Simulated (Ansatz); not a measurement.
**How far is PAW off for InSe?**

```yaml
crystal:
  lattice:
    - [5.86790, -2.05500, 0.00000]
    - [5.86790, 2.05500, 0.00000]
    - [-1.59942, 0.00000, 4.32366]
  atoms:
    - { symbol: In, position: [0.88400, 0.88400, 0.00500] }
    - { symbol: In, position: [0.11600, 0.11600, 0.99500] }
    - { symbol: Se, position: [0.66000, 0.66000, 0.64200] }
    - { symbol: Se, position: [0.34000, 0.34000, 0.35800] }
```

Atom numbers follow the list: In1, In2, Se3, Se4.

Conventional cell: a = 11.736 Å, b = 4.110 Å, c = 4.610 Å, α = 90.00°, β = 110.30°, γ = 90.00°. In (atom 1) is surrounded by 3 Se at 2.58 to 2.78 Å and 1 In at 2.74 Å. Se (atom 3) is surrounded by 3 In at 2.58 to 2.78 Å.

The geometry is COD entry 1540841, unchecked; take it as a test cell.

Spin–orbit coupling is left out, though it moves levels of the heavy atoms by tenths of an eV or more.

All numbers are computed: DFT, PBE, PAW with Ansatz's default frozen-core files, scalar-relativistic (Ansatz 0.2.0); DFT, PBE, all-electron LAPW, scalar-relativistic (Ansatz 0.2.0).

For PAW: a Γ-centred 7×7×6 k mesh, Fermi–Dirac smearing of 0.02 eV, cutoff 420 eV, no spin polarisation. LAPW targets a basis error of 0.5 meV/atom. The Ansatz runs share mesh, smearing and spin set-up. Plane-wave (PAW) pressures include the program's estimate of the Pulay term.

Stress and pressure are positive in compression.

Levels count from the top of the valence band.

PAW results:

```csv
quantity,PAW
pressure (GPa),2.93
stress xx (GPa),5.33
stress yy (GPa),1.31
stress zz (GPa),2.15
stress xz (GPa),2.32
"force on In1, z (eV/Å)",0.524
"force on Se3, x (eV/Å)",-0.762
band gap (eV),0.923
highest filled level at M2 (eV),-0.519
lowest empty level at M2 (eV),2.372
highest filled level at A (eV),-0.378
lowest empty level at A (eV),1.105
highest filled level at Γ (eV),-1.128
lowest empty level at Γ (eV),2.792
```

What does full-potential LAPW give for the same quantities?


```csv
quantity,LAPW
pressure (GPa),2.94
stress xx (GPa),5.34
stress yy (GPa),1.32
stress zz (GPa),2.16
stress xz (GPa),2.32
"force on In1, z (eV/Å)",0.524
"force on Se3, x (eV/Å)",-0.762
band gap (eV),0.924
highest filled level at M2 (eV),-0.518
lowest empty level at M2 (eV),2.373
highest filled level at A (eV),-0.377
lowest empty level at A (eV),1.106
highest filled level at Γ (eV),-1.128
lowest empty level at Γ (eV),2.793
```
